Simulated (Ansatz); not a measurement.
# PbF2 (Fluorocronite) in Ansatz: the effect of functional

Crystal: PbF2 (Fluorocronite).

```
Pb F
1.0
     0.00000    2.90316    2.90316
     2.90316    0.00000    2.90316
     2.90316    2.90316    0.00000
Pb F
1 2
Cartesian
  0.0000 0.0000 0.0000
  4.3547 4.3547 4.3547
  1.4516 1.4516 1.4516
```

The cell isn't the ideal one: volume scaled by 0.94.

Alike in all runs:

```yaml
Program: Ansatz 0.2.0
Task: single point
Potentials_or_basis: Ansatz PAW
k_mesh: 8 × 8 × 8
Occupations: fermi-dirac, width 0.05 eV
Spin: no spin polarisation
```

```csv
functional,cutoff,gap on the mesh (eV),pressure (GPa)
LDA,420 eV (not typed: the program's choice for these potentials),4.25,0.2
PBEsol,420 eV (not typed: the program's choice for these potentials),?,?
r2SCAN,500 eV (not typed: the program's choice for these potentials),4.90,5.2
```

Task: What does the run with functional PBEsol give?

Result: gap on the mesh 4.28 eV; pressure 4.0 GPa.

Caveats: spin-orbit coupling is left out, which as a rule narrows the gap of such compounds by several tenths of an eV; the PAW data sets come from PBE, with cores solved anew for the run's functional, which leaves a small shift of forces and pressure.

A k mesh can miss the band edges.
